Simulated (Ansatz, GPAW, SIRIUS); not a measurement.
## AuAl: energy against volume and a worked fit

Symmetry: Pm-3m, No. 221, cubic system. The conventional cell has a = 3.224 Å, b = 3.224 Å, c = 3.224 Å, α = 90.00°, β = 90.00°, γ = 90.00°. Around Au (site symmetry m-3m) lie 8 Al at 2.79 Å. Al (site symmetry m-3m) is surrounded by 8 Au at 2.79 Å.

The cell comes from a database or a generator and needn't be the stable form of this composition.

The cell was scaled at fixed shape and fractions and run with Ansatz, all-electron LAPW, scalar-relativistic; PBEsol, k mesh 8 × 8 × 8 on the cell of 2 atoms, fermi-dirac occupations of 0.05 eV, no spin polarisation, no spin-orbit coupling. Energies are those that the program minimises, any entropy of the smearing included. For a metal such a mesh isn't converged to the digits shown.

| V (Å³/atom) | energy over the lowest row (meV/atom) |
| --- | --- |
| 15.7492 | 1.73 |
| 16.0843 | 0.00 |
| 16.4194 | 3.75 |
| 16.7545 | 12.32 |
| 17.0896 | 25.05 |
| 17.4247 | ? |
| 17.7598 | 60.38 |

**Question.** Fit the third-order Birch-Murnaghan form, give V0, B0 and B′, and predict the energy left open.

**Answer.** With y = (V0/V)^(2/3), E = E0 + (9 V0 B0/16) [(y - 1)³ B′ + (y - 1)² (6 - 4y)]. Least squares through the rows shown give V0 = 16.0158 Å³/atom, E0 = -0.15 meV, B0 = 130.9 GPa (1 eV/Å³ = 160.218 GPa) and B′ = 6.18, with a largest miss of 0.03 meV. At V = 17.4247 the form with these constants gives 41.21 meV; the run gave 41.25 meV an atom. Other set-ups at this level, from all their volumes (Å³/atom, GPa): GPAW, PAW data sets generated for this functional: V0 16.108, B0 129.2; SIRIUS, PseudoDojo 0.4.1 PBEsol standard (scalar relativistic): V0 15.986, B0 132.7.
